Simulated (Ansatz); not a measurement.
# AlH3: the cost of one run

Program: Ansatz 0.2.0. Level of theory: DFT PBE, scalar-relativistic, plane waves, PAW. These are calculated values, not measurements.

### Step 1. Starting point

It takes space group P6/mmm (No. 191, hexagonal). The conventional cell has a = 6.719 Å, b = 6.719 Å, c = 3.448 Å, α = 90.00°, β = 90.00°, γ = 120.00°. Al (site symmetry mmm) is surrounded by 6 H at 1.68 to 1.72 Å. Around H (site symmetry mmm) lie 2 Al at 1.72 Å. H (site symmetry mm2) has 2 Al at 1.68 Å and 2 H at 1.68 Å as nearest neighbours.

As a file:

```cif
data_structure
_symmetry_space_group_name_H-M 'P6/mmm'
_symmetry_Int_Tables_number 191
_cell_length_a 6.7193
_cell_length_b 6.7193
_cell_length_c 3.4485
_cell_angle_alpha 90.000
_cell_angle_beta 90.000
_cell_angle_gamma 120.000
_cell_volume 134.83
loop_
_atom_site_label
_atom_site_type_symbol
_atom_site_symmetry_multiplicity
_atom_site_Wyckoff_symbol
_atom_site_fract_x
_atom_site_fract_y
_atom_site_fract_z
_atom_site_occupancy
Al1 Al 3 f 0.50000 0.00000 0.00000 1
H1 H 3 g 0.50000 0.00000 0.50000 1
H2 H 6 l 0.50000 0.75000 0.00000 1
```

The cell is invented: 6-connected net, bridging atoms on its edges (P6/mmm, No. 191). The dimensions are guesses.

### Step 2. A first look at the guess

Input file input.yaml:

```yaml
crystal:
  lattice:
    - [6.71928113, 0.0, 0.0]
    - [-3.35964056, 5.81906815, 0.0]
    - [0.0, 0.0, 3.44845087]
  atoms:
    - { symbol: Al, position: [0.5, 0.0, 0.0] }
    - { symbol: Al, position: [0.5, 0.5, 0.0] }
    - { symbol: Al, position: [0.0, 0.5, 0.0] }
    - { symbol: H, position: [0.5, 0.0, 0.5] }
    - { symbol: H, position: [0.5, 0.75, 0.0] }
    - { symbol: H, position: [0.5, 0.25, 0.0] }
    - { symbol: H, position: [0.25, 0.75, 0.0] }
    - { symbol: H, position: [0.75, 0.25, 0.0] }
    - { symbol: H, position: [0.5, 0.5, 0.5] }
    - { symbol: H, position: [0.25, 0.5, 0.0] }
    - { symbol: H, position: [0.75, 0.5, 0.0] }
    - { symbol: H, position: [0.0, 0.5, 0.5] }
basis:
  ecutwfc: 420
kpoints:
  mp_grid: { grid: [3, 3, 6] }
hamiltonian:
  xc: pbe
scf:
  occupations: { method: gaussian, width: 0.1 }
  lower_state_search: "off"
output:
  forces: true
  stress: true
  eigenvalues: true
```

The run is started by

```
> ansatz run input.yaml --threads 1 --pin off --max-ram 2048MiB --backend cpu --events-out ev --progress --plain --runs-dir out
```

Q: Estimate wall time and peak memory on 1 thread of Arm Neoverse V2, shared host.

About 2.5 s, with a peak of 0.33 GiB.
